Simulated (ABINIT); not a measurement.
The system is ZrN.

```
Zr N
1.0
     0.00000    2.30000    2.30000
     2.30000    0.00000    2.30000
     2.30000    2.30000    0.00000
Zr N
1 1
Direct
  0.50000 0.50000 0.50000
  0.00000 0.00000 0.00000
```

Program: ABINIT 10.8.3 (patched build). Alike in all runs: cell as given; cutoff (eV) 680; smearing fermi-dirac 0.05 eV. Hardware: 1 thread of Arm Neoverse V1 (shared host).

Question: Order these runs on this cell by their wall time, lowest first.
A. task single point; level PBE; potentials or basis JTH PAW PBE v2.0; spin off; k mesh 8 × 8 × 8
B. task band structure; level PBE; potentials or basis JTH PAW PBE v2.0; spin SOC, no magnetisation; k mesh 10 × 10 × 10
C. task band structure; level LDA; potentials or basis JTH PAW LDA v2.0; spin off; k mesh 10 × 10 × 10

Answer: A (16 s), C (44 s), B (250 s).
